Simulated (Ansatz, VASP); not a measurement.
## Al: VASP beside Ansatz

The input POSCAR:

```
Al
1.0
   -1.5587357247      1.5587357247      1.5587357247
    1.5587357247     -1.5587357247      1.5587357247
    1.5587357247      1.5587357247     -1.5587357247
Al
1
Direct
    0.0000000000      0.0000000000      0.0000000000
```

INCAR.step1

```
ALGO = Normal ; EDIFF = 1E-4
ENCUT = 520 ; GGA = PE
ISMEAR = -1 ; LASPH = T
LCHARG = F ; LREAL = F
LWAVE = T ; NBANDS = 8
NELM = 80 ; PREC = Accurate
SIGMA = 0.05
```

The input INCAR.step2:

```
ALGO = Normal ; EDIFF = 1E-6
ENCUT = 520 ; ISIF = 2
ISMEAR = -1 ; ISTART = 1
LASPH = T ; LCHARG = T
LELF = T ; LMIXTAU = T
LREAL = F ; LVHAR = T
LWAVE = F ; METAGGA = R2SCAN
NBANDS = 8 ; NELM = 80
PREC = Accurate ; SIGMA = 0.05
```

The input KPOINTS:

```
k-points
0
Gamma
  12 12 12
```

File input.yaml:

```yaml
crystal:
  lattice:
    - [-1.5587357247, 1.5587357247, 1.5587357247]
    - [1.5587357247, -1.5587357247, 1.5587357247]
    - [1.5587357247, 1.5587357247, -1.5587357247]
  atoms:
    - { symbol: Al, position: [0.0, 0.0, 0.0] }
hamiltonian:
  xc: r2scan
  pseudopotentials: { kind: paw }
kpoints:
  mp_grid: { grid: [12, 12, 12] }
scf:
  occupations: { method: fermi_dirac, width: 0.05 }
output:
  forces: true
  stress: true
  eigenvalues: true
```

This isn't the form of Al at room conditions, which is fcc.

Alike in both runs: task single point; functional r2SCAN; k mesh 12 × 12 × 12; occupations fermi-dirac, width 0.05 eV; no spin polarisation.

|  | VASP | Ansatz |
| --- | --- | --- |
| version | VASP 6.6.1 | Ansatz 0.2.0 |
| potentials or method | VASP PAW PBE potentials, release 64 (Al) | Ansatz PAW |
| plane-wave cutoff (eV) | 520 | 500 |
| valence electrons in the cell | 3 | 3 |

|  | VASP | Ansatz | Ansatz less VASP |
| --- | --- | --- | --- |
| gap on the k mesh at the Fermi level (eV) | none | none | - |
| pressure (GPa) | 6.0 | 6.4 | +0.37 |

A gap of «none» marks a metal or a gap that the smearing closes.

Caveats: the PAW data sets were made with another functional, which shifts forces and pressure a little (VASP); the PAW data sets come from PBE, with cores solved anew for the run's functional, which leaves a small shift of forces and pressure (Ansatz).
